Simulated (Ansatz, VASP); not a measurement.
Sb: VASP beside Ansatz

The input INCAR:

```
PREC = Accurate ; ENCUT = 520
EDIFF = 1E-7 ; ISMEAR = -1
SIGMA = 0.05 ; LREAL = F
LASPH = T ; NELM = 60
ALGO = Normal ; ISIF = 2
LWAVE = F ; LCHARG = F
GGA = PS ; NBANDS = 8
```

Contents of KPOINTS:

```
regular mesh
0
Gamma
  19 19 19
```

Contents of POSCAR:

```
Sb
1.0
   -1.4794865966      1.4794865966      2.4379579798
    1.4794865966     -1.4794865966      2.4379579798
    1.4794865966      1.4794865966     -2.4379579798
Sb
1
Direct
    0.0000000000      0.0000000000      0.0000000000
```

Input for Ansatz:

```yaml
crystal:
  lattice:
    - [-1.4794865966, 1.4794865966, 2.4379579798]
    - [1.4794865966, -1.4794865966, 2.4379579798]
    - [1.4794865966, 1.4794865966, -2.4379579798]
  atoms:
    - { symbol: Sb, position: [0.0, 0.0, 0.0] }
kpoints:
  mp_grid: { grid: [19, 19, 19] }
scf:
  occupations: { method: fermi_dirac, width: 0.05 }
hamiltonian:
  xc: pbesol
  pseudopotentials: { kind: all_electron, lapw: { basis_error: 0.00025 } }
output:
  forces: true
  stress: true
  eigenvalues: true
```

Change from the starting cell: volume scaled by 0.95.

Alike in both runs: task single point; functional PBEsol; k mesh 19 × 19 × 19; occupations fermi-dirac, width 0.05 eV; no spin polarisation.

|  | VASP | Ansatz |
| --- | --- | --- |
| version | VASP 6.6.1 | Ansatz 0.2.0 |
| potentials or method | VASP PAW PBE potentials, release 64 (Sb) | all-electron LAPW, scalar-relativistic |
| plane-wave cutoff (eV) | 520 | see its input |

|  | VASP | Ansatz | Ansatz less VASP |
| --- | --- | --- | --- |
| pressure (GPa) | 22.9 | 22.6 | -0.34 |
| largest component of the traceless stress (GPa) | 2.17 | 2.02 | -0.151 |

Ansatz ran all-electron here, so the differences hold the error of VASP's frozen core and of both bases.

Caveats: so large a pressure means that the cell lies far from this level's equilibrium, or that cutoff or potentials fall short (VASP); the potentials were made for another functional, which shifts forces and pressure (VASP). The runs have no spin-orbit coupling, so splittings on Sb are missing.
